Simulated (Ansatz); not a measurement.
# Ir: stress in a strained cell

Aim: deform Ir (equal xx and yy strain of -1 %) and compute stress, forces and field gradients with LAPW, PAW and all-electron datasets made for the crystal.

Method: DFT PBE, scalar-relativistic, in Ansatz 0.2.0.

### 1 The system as given

It takes space group Fm-3m (No. 225, cubic). The conventional cell has a = 3.839 Å, b = 3.839 Å, c = 3.839 Å, α = 90.00°, β = 90.00°, γ = 90.00°. Around Ir (site symmetry m-3m) lie 12 Ir at 2.71 Å.

As a file:

```
Ir
1.0
     0.00000    1.91970    1.91970
     1.91970    0.00000    1.91970
     1.91970    1.91970    0.00000
Ir
1
Direct
  0.00000 0.00000 0.00000
```

### 2 After the deformation

Space group Fm-3m before, I4/mmm after.

### 3 LAPW, all electrons

File input.yaml:

```yaml
crystal:
  lattice:
    - [0.0, 1.900503, 1.9197]
    - [1.900503, 0.0, 1.9197]
    - [1.900503, 1.900503, 0.0]
  atoms:
    - { symbol: Ir, position: [0.0, 0.0, 0.0] }
kpoints:
  mp_grid: { grid: [15, 15, 15] }
  band_path:
    path:
      - [0.0, 0.0, 0.0]
      - [0.0, 0.5, 0.5]
      - [0.25, 0.75, 0.5]
      - [0.0, 0.5, 0.0]
      - [0.0, 0.0, 0.0]
      - [0.5, 0.5, 0.0]
      - [0.3725125, 0.6274875, 0.0]
      - [-0.3725125, 0.3725125, 0.0]
      - [0.0, 0.0, 0.0]
    npoints: 5
scf:
  occupations: { method: fermi_dirac, width: 0.05 }
hamiltonian:
  xc: pbe
  pseudopotentials: { kind: all_electron, lapw: { basis_error: 0.0005 } }
output:
  forces: true
  stress: true
  eigenvalues: true
```

On the command line:

```console
ansatz run input.yaml --threads 1 --pin off --max-ram 3072MiB --backend cpu --events-out ev --progress --plain --runs-dir out
```

Log (excerpt; [...] marks lines left out):

```text
LAPW: plane waves up to 9.051 Å⁻¹, error target 5.0e-4 eV per atom; small_component_spin mean_spin; Ir in spheres of 1.344 Å, 41 of its electrons in bands, Dirac shells []
[...]
Pseudopotentials: kind: all_electron
Pseudopotential: Ir, LAPW, valence charge 41, Koelling and Harmon's equation, gaussian nucleus
Functional definition: PBE
[...]
Crystal: 1 atoms, lattice volume = 13.868 Å³
Basis set: ecut = 312.08834268290605 eV, 169 PW (Γ), exchange–correlation at level 2
Bands: 25, of which v1, the nominal top of the filled ones, is band 21 counted from 1 (20 counted from 0)
Symmetry: 16 space group operations
Space group: I4/mmm (ITA 139), of the structure as read, at distance tolerance 2.4e-5 Å
k-points: 288 of 3375
[...]
SCF iter   1: F=—  HF=-485026.024209 eV  |F-HF|=—  |Δ(HF+E_count)|=         —  Δρ=1.80e-2  dr2=1.73e-2  ethr=4.18e-5  ⟨swp⟩=3.2  Hψ=46911  notcnv=0
[...]
the basis was enlarged: its passes take 1.1 MiB over the memory plan, 1 of 1 planned eigensolver slots
[...]
SCF iter   6: F=-485025.956497 eV  HF=-485025.956497 eV  |F-HF|=1.11e-9  |Δ(HF+E_count)|=   2.36e-7  Δρ=3.20e-6  dr2=4.62e-10  ethr=9.18e-10  ⟨swp⟩=3.0  Hψ=21607  notcnv=0
[...]
NSCF: frozen V_eff on 41 k-points
SCF converged after 6 iterations
Free energy (F): -485025.956497 eV
[...]
E sigma→0 (E₀):  -485025.952630 eV
Entropy (-TS):   -0.007734 eV (-7.734 meV/atom)
Fermi energy:    32.832675 eV
[...]
--- Forces (eV/Å), atoms counted from 1 ---
  atom   1  Ir     0.00000000     0.00000000     0.00000000
[...]
--- Stress (GPa, compression-positive) ---
       18.558207       0.000000      -0.000000
        0.000000      18.558207      -0.000000
       -0.000000      -0.000000      14.345931
  P = ⅓ Tr σ = 17.1541 GPa (171.541 kbar)
--- Band table (eV; the first three rows and the last of 288) ---
  k-point 0: bands = ["-252.8023", "-252.8023", "-252.8017", "-252.7615", "-252.7592", "-60.1718", "-24.5008", "-24.4593", "-24.4593", "-24.4587", "-24.4454", "-24.4435", "-24.4435", "-16.6341", "-16.6239", "-16.6239", "21.4457", "28.6805", "28.8159", "28.8159", "31.4566", "31.6385", [...]
[...]
```

Run time: 35 s. Hardware: 1 thread of Arm Neoverse V1, shared host; peak memory 0.56 GiB.

Result: pressure 17.15 GPa; no gap.

### 4 Frozen-core PAW

File input.yaml:

```yaml
crystal:
  lattice:
    - [0.0, 1.900503, 1.9197]
    - [1.900503, 0.0, 1.9197]
    - [1.900503, 1.900503, 0.0]
  atoms:
    - { symbol: Ir, position: [0.0, 0.0, 0.0] }
kpoints:
  mp_grid: { grid: [15, 15, 15] }
scf:
  occupations: { method: fermi_dirac, width: 0.05 }
hamiltonian:
  xc: pbe
  pseudopotentials: { kind: paw }
output:
  forces: true
  stress: true
  eigenvalues: true
  efg: { contact_densities: true }
```

On the command line:

```console
ansatz run input.yaml --threads 1 --pin off --max-ram 3072MiB --backend cpu --events-out ev --progress --plain --runs-dir out
```

Log (excerpt; [...] marks lines left out):

```text
Ir: output.efg is read without spin–orbit coupling, which moves field gradients at and beside such atoms by some per cent and up to a factor of two; PAW files take it under magnetization.noncollinear and magnetization.spin_orbit
[...]
Pseudopotentials: kind: paw
Pseudopotential: Ir, paw, valence charge 17, recommended cutoff 420 eV (normal)
Functional definition: PBE
[...]
Crystal: 1 atoms, lattice volume = 13.868 Å³
Basis set: ecut = 420 eV, 283 PW (Γ), exchange–correlation on 40×40×36 points (8 copies of the dense FFT grid, shifted against one another)
Bands: 13, of which v1, the nominal top of the filled ones, is band 9 counted from 1 (8 counted from 0)
Symmetry: 16 space group operations
Space group: I4/mmm (ITA 139), of the structure as read, at distance tolerance 2.4e-5 Å
k-points: 288 of 3375
[...]
SCF converged after 6 iterations
Free energy (F): -11935.285663 eV
[...]
E sigma→0 (E₀):  -11935.281797 eV
Entropy (-TS):   -0.007732 eV (-7.732 meV/atom)
Fermi energy:    26.535218 eV
[...]
--- Forces (eV/Å), atoms counted from 1 ---
  atom   1  Ir    -0.00000000     0.00000000    -0.00000000
[...]
--- Stress (GPa, compression-positive) ---
       18.645739       0.000000      -0.000000
        0.000000      18.645739      -0.000000
       -0.000000      -0.000000      14.430510
  P = ⅓ Tr σ = 17.2407 GPa (172.407 kbar)
--- PAW observables at the nuclei: V_zz in 10²¹ V/m², potentials from the cell's mean, atoms counted from 1 ---
  atom   1  Ir V_zz =    +0.787912   η = 0.0000   by run symmetry: allowed
            electrostatic potential = -15799.077209 V   contact ρ = 11166131.698873 e/Å³
--- Band table (eV; the first three rows and the last of 288) ---
  k-point 0: bands = ["-66.4567", "-22.9263", "-22.9159", "-22.9159", "15.1419", "22.3792", "22.5146", "22.5146", "25.1576", "25.3397", "40.0223", "45.4284", "45.7555"]
[...]
```

Wall time 4.2 s (1 thread of Arm Neoverse V1, shared host); peak memory 0.37 GiB.

Result: pressure 17.24 GPa; no gap; Vzz Ir 0.79 (η = 0.00) (10²¹ V/m²).

### 5 All-electron PAW on datasets made for the crystal

Edit input.yaml of step 4 so:

```diff
@@ -13,3 +13,3 @@
   xc: pbe
-  pseudopotentials: { kind: paw }
+  pseudopotentials: { kind: all_electron, datasets: crystal }
 output:
```

On the command line:

```console
ansatz run input.yaml --threads 1 --pin off --max-ram 3072MiB --backend cpu --events-out ev --progress --plain --runs-dir out
```

Log (excerpt; [...] marks lines left out):

```text
[...]
Ir: output.efg is read without spin–orbit coupling, which moves field gradients at and beside such atoms by some per cent and up to a factor of two; PAW files take it under magnetization.noncollinear and magnetization.spin_orbit
[...]
Pseudopotentials: kind: all_electron
Pseudopotential: Ir, paw, valence charge 17, recommended cutoff 300 eV (normal), Koelling and Harmon's equation, gaussian nucleus
Functional definition: PBE
[...]
Crystal: 1 atoms, lattice volume = 13.868 Å³
Basis set: ecut = 300 eV, 169 PW (Γ), exchange–correlation on 32×32×32 points (8 copies of the dense FFT grid, shifted against one another)
Bands: 13, of which v1, the nominal top of the filled ones, is band 9 counted from 1 (8 counted from 0)
Symmetry: 16 space group operations
Space group: I4/mmm (ITA 139), of the structure as read, at distance tolerance 2.4e-5 Å
k-points: 288 of 3375
[...]
In the spheres:  the bands' charges fall short by 2.0e-7 e at most (sound up to 1e-3)
Fermi energy:    32.832654 eV
[...]
  The terms above E_closure are by the made datasets' own strengths, without shells solved beside the bands.
--- Forces (eV/Å), atoms counted from 1 ---
  atom   1  Ir    -0.00000000     0.00000000    -0.00000000
[...]
--- Stress (GPa, compression-positive) ---
       18.561874       0.000000      -0.000000
        0.000000      18.561874      -0.000000
       -0.000000      -0.000000      14.349309
  P = ⅓ Tr σ = 17.1577 GPa (171.577 kbar)
--- PAW observables at the nuclei: V_zz in 10²¹ V/m², potentials from the cell's mean, atoms counted from 1 ---
  atom   1  Ir V_zz =    +0.775385   η = 0.0000   by run symmetry: allowed
            electrostatic potential = -15798.977151 V   contact ρ = 11159948.355928 e/Å³
--- Band table (eV; the first three rows and the last of 288) ---
  k-point 0: bands = ["-60.1718", "-16.6341", "-16.6240", "-16.6240", "21.4457", "28.6805", "28.8159", "28.8159", "31.4566", "31.6384", "46.3157"]
[...]
```

Wall time 14 s (1 thread of Arm Neoverse V1, shared host); peak memory 0.49 GiB.

Result: pressure 17.16 GPa; no gap; Vzz Ir 0.78 (η = 0.00) (10²¹ V/m²).

### 6 Stress and forces compared

Stress (GPa, compression positive):

```
          method     xx     yy     zz    yz    xz    xy
            LAPW  18.56  18.56  14.35  0.00  0.00  0.00
             PAW  18.65  18.65  14.43  0.00  0.00  0.00
crystal datasets  18.56  18.56  14.35  0.00  0.00  0.00
```

| method | pressure (GPa) | Vzz Ir (10²¹ V/m²) | SCF cycles, all passes |
| --- | --- | --- | --- |
| LAPW | 17.15 | – | 6 |
| PAW | 17.24 | 0.79 | 6 |
| crystal datasets | 17.16 | 0.78 | 7 |

### 7 Outcome

| quantity | value |
| --- | --- |
| pressure | LAPW 17.15, PAW 17.24, crystal datasets 17.16 GPa |
| largest shear or deviatoric stress (LAPW) | 2.81 GPa |

The largest part of the stress beyond the pressure is 2.81 GPa in size, in the zz component. No run of the undeformed cell stands beside it, so the pressure holds what the given cell had before the change. PAW: stress within 0.09 GPa of LAPW. Crystal datasets: stress within 0.01 GPa of LAPW. Spin-orbit coupling is left out, though the cell holds Ir; in elements this heavy it can shift bands and gaps by tenths of an eV.
